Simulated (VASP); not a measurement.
Input of a VASP 6.6.1 run:

INCAR

```
SYSTEM = MgO
  ALGO = Normal
  EDIFF = 1E-7
  EDIFFG = -0.005
  ENCUT = 600
  IBRION = 2
  ISIF = 3
  ISMEAR = 0
  LASPH = .True.
  LCHARG = .False.
  LREAL = .False.
  LWAVE = .False.
  NELM = 80
  NSW = 90
  PREC = Accurate
  PSTRESS = 43.0
  SIGMA = 0.03
```

KPOINTS

```
k-points
0
Gamma
  12 12 12
  0 0 0
```

The input POSCAR:

```
MgO                                     
1.0
    0.0000000000      2.0559405943      2.0559405943
    2.0559405943     -0.0000000000      2.0559405943
    2.0559405943      2.0559405943     -0.0000000000
  Mg              O             
     1     1
Direct
     0.0000000000000000    0.0000000000000000    0.0000000000000000
     0.5000000000000000    0.5000000000000000    0.5000000000000000
```

Potentials or basis: VASP PAW LDA potentials, release 64 (Mg, O).

Run with:

```bash
$ cat potpaw_LDA.64/Mg/POTCAR potpaw_LDA.64/O/POTCAR > POTCAR
$ mpirun -np 1 vasp_std > vasp.out
```

Q: What does it give for the band gap on the k mesh?

A: 5.39 eV, direct.

Final structure:
```yaml
crystal:
  lattice:
    - [0.00000, 2.05594, 2.05594]
    - [2.05594, 0.00000, 2.05594]
    - [2.05594, 2.05594, 0.00000]
  atoms:
    - { symbol: Mg, position: [0.00000, 0.00000, 0.00000] }
    - { symbol: O, position: [0.50000, 0.50000, 0.50000] }
```

Caveat: the relaxation stopped at its first step, so nothing moved; the cell is relaxed towards a set pressure, so the enthalpy falls and the energy may rise. Expect the measured gap to be larger: semilocal functionals such as LDA lack the derivative discontinuity.
